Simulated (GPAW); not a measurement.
Set up this calculation in GPAW 26.7.0, as an ASE script.

| Quantity | Value |
| --- | --- |
| Task | equation of state |
| Functional | PBEsol |
| Potentials or basis | PAW data sets generated in the run's folder for this functional |
| Cutoff | 600 eV |
| Basis | pw |
| k mesh | 11 × 11 × 6 |
| Occupations | fermi-dirac, width 0.05 eV |
| Spin | no spin polarisation |
| Maxiter | 150 |
| Eos scales | [0.94, 0.96, 0.98, 1.0, 1.02, 1.04, 1.06] |

Ru:

```xyz
2
Lattice="2.7058 0.0000 0.0000 -1.3529 2.3433 0.0000 0.0000 0.0000 4.2819" Properties=species:S:1:pos:R:3 pbc="T T T"
Ru    1.3529    0.7811    3.2114
Ru    0.0000    1.5622    1.0705
```

These files were run (other wordings do the same):

run.py

```python
from ase import Atoms
from ase.eos import EquationOfState
from ase.io import Trajectory
from ase.units import GPa
from gpaw import GPAW, PW, setup_paths

setup_paths.insert(0, '.')

atoms = Atoms(['Ru', 'Ru'],
              cell=[[2.7058, 0.0, 0.0],
                    [-1.3529, 2.3432915376, 0.0],
                    [0.0, 0.0, 4.2819]],
              scaled_positions=[[0.6666666667, 0.3333333333, 0.75],
                                [0.3333333333, 0.6666666667, 0.25]],
              pbc=True)

traj = Trajectory('eos.traj', 'w')
volumes, energies = [], []
for x in [0.94, 0.96, 0.98, 1.0, 1.02, 1.04, 1.06]:
    a = atoms.copy()
    a.set_cell(atoms.cell * x**(1 / 3), scale_atoms=True)
    calc = GPAW(mode=PW(600),
                xc='PBEsol',
                kpts={'size': (11, 11, 6), 'gamma': True},
                occupations={'name': 'fermi-dirac', 'width': 0.05},
                nbands=29,
                convergence={'density': 1e-05, 'energy': 1e-05},
                maxiter=150,
                txt=f'eos-{x:.2f}.txt')
    a.calc = calc
    energies.append(a.get_potential_energy(force_consistent=True))
    volumes.append(a.get_volume())
    p = -a.get_stress()[:3].mean() / GPa
    calc.write(f'eos-{x:.2f}.gpw')
    traj.write(a)
    print(f'{x:.2f} {volumes[-1]:10.4f} A^3 {energies[-1]:14.6f} eV {p:9.3f} GPa', flush=True)

v0, e0, B = EquationOfState(volumes, energies, eos='birchmurnaghan').fit()
print(f'V0 = {v0:.4f} A^3, E0 = {e0:.6f} eV, B0 = {B / GPa:.2f} GPa')
```

Potentials or basis: PAW data sets generated in the run's folder for this functional, pw.

Launch:

```sh
$ gpaw-setup -f PBEsol Ru
$ OMP_NUM_THREADS=1 python run.py
```

It gave:

```
Equilibrium volume                        : 13.30 Å³/atom
Bulk modulus at fixed shape and positions : 342 GPa
Pressure derivative of the bulk modulus   : 4.8
```

Caveat: the cell was scaled at fixed shape and fractional positions, which overstates the stiffness of a crystal with free parameters, most of all of layers and chains.

It took 3.5 min on 1 thread of Arm Neoverse V2, with other jobs on the host, peak memory 0.26 GiB.
